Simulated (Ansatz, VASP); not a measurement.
**TiSi2: VASP beside Ansatz**

File INCAR:

```
SYSTEM = TiSi2
PREC = Accurate
ENCUT = 600
EDIFF = 1E-6
ISMEAR = -1
SIGMA = 0.05
LREAL = .FALSE.
LASPH = .TRUE.
NELM = 100
ALGO = Normal
ISIF = 3
LWAVE = .FALSE.
LCHARG = .FALSE.
GGA = CA
IBRION = 2
NSW = 60
EDIFFG = -0.02
PSTRESS = 0
```

Contents of KPOINTS:

```
regular mesh
0
G
  5 5 5
  0 0 0
```

POSCAR

```
TiSi2
1.0
    0.0000000000      4.1175163063      4.2628978354
    2.3895119538      0.0000000000      4.2628978354
    2.3895119538      4.1175163063      0.0000000000
Ti Si
2 4
Direct
    0.7500000000      0.7500000000      0.7500000000
    0.5000000000      0.5000000000      0.5000000000
    0.4125656100      0.0874343900      0.4125656100
    0.0874343900      0.4125656100      0.0874343900
    0.1625656100      0.8374343900      0.1625656100
    0.8374343900      0.1625656100      0.8374343900
```

Contents of input.yaml:

```yaml
crystal:
  lattice:
    - [0.0, 4.1175163063, 4.2628978354]
    - [2.3895119538, 0.0, 4.2628978354]
    - [2.3895119538, 4.1175163063, 0.0]
  atoms:
    - { symbol: Ti, position: [0.75, 0.75, 0.75] }
    - { symbol: Ti, position: [0.5, 0.5, 0.5] }
    - { symbol: Si, position: [0.41256561, 0.08743439, 0.41256561] }
    - { symbol: Si, position: [0.08743439, 0.41256561, 0.08743439] }
    - { symbol: Si, position: [0.16256561, 0.83743439, 0.16256561] }
    - { symbol: Si, position: [0.83743439, 0.16256561, 0.83743439] }
hamiltonian:
  xc: lda
  pseudopotentials: { kind: paw }
kpoints:
  mp_grid: { grid: [5, 5, 5] }
scf:
  occupations: { method: fermi_dirac, width: 0.05 }
output:
  forces: true
  stress: true
  eigenvalues: true
relax:
  f_tol: 0.01
  max_steps: 40
  cell: { stress_tol: 0.05 }
```

The cell is a database's computed one.

Alike in both runs: task relaxation of cell and atoms; functional LDA; k mesh 5 × 5 × 5; occupations fermi-dirac, width 0.05 eV; no spin polarisation.

```csv
,VASP,Ansatz
version,VASP 6.6.1,Ansatz 0.2.0
potentials or method,"VASP PAW LDA potentials, release 64 (Ti_sv, Si)",Ansatz PAW
plane-wave cutoff (eV),600,420
valence electrons in the cell,40,40
```

Ansatz gave:

| Property | Result |
| --- | --- |
| gap on the k mesh at the Fermi level, each at its own relaxed structure (eV) | none |
| relaxed volume (Å³/atom) | 13.49 |
| relaxed cell length with the largest relative difference (Å) | 4.848 |
| energy change over the relaxation (meV/atom) | -8 |

Question: What did VASP give for the same quantities?

Answer: gap on the k mesh at the Fermi level, each at its own relaxed structure (eV): none; relaxed volume (Å³/atom): 13.51; relaxed cell length with the largest relative difference (Å): 4.850; energy change over the relaxation (meV/atom): -8.

A gap of «none» marks a metal or a gap that the smearing closes.

Caveats: the plane-wave basis is chosen anew once the cell has moved, so the energies of steps on either side of that aren't comparable (Ansatz); the PAW data sets come from PBE, with cores solved anew for the run's functional, which leaves a small shift of forces and pressure (Ansatz).
